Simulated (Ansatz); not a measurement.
# Fe: what relativity and spin–orbit coupling change

```xyz
1
Lattice="-1.4390 1.4390 1.4390 1.4390 -1.4390 1.4390 1.4390 1.4390 -1.4390" Properties=species:S:1:pos:R:3 pbc="T T T"
Fe    0.0000    0.0000    0.0000
```

The conventional cell has a = 2.878 Å, b = 2.878 Å, c = 2.878 Å, α = 90.00°, β = 90.00°, γ = 90.00°. Fe (atom 1) is surrounded by 8 Fe at 2.49 Å.

The geometry is COD entry 9013474, unchecked; take it as a test cell. It was measured hot, at 722 K.

One fixed cell is solved with PBE by all-electron LAPW in Ansatz 0.2.0 under different relativistic treatments. Pressure is positive in compression.

Numerical set-up: a Γ-centred 20×20×20 k mesh, Fermi–Dirac smearing of 0.05 eV, basis error target 0.25 meV/atom, spin-polarised from start moments Fe 3 μB.

```csv
setting,P (GPa),"lowest level at Γ above −25 eV, from the valence-band top or, without a gap, the Fermi level (eV)"
scalar-relativistic,-8.44,-8.22
non-relativistic,?,?
with spin–orbit coupling,-8.44,-8.22
```

Problem. What belongs in the row "non-relativistic", column "lowest level at Γ above −25 eV, from the valence-band top or, without a gap, the Fermi level (eV)"?

Solution. -7.92.

Problem. Give the missing entry: row "non-relativistic", column "P (GPa)".

Solution. -4.83.
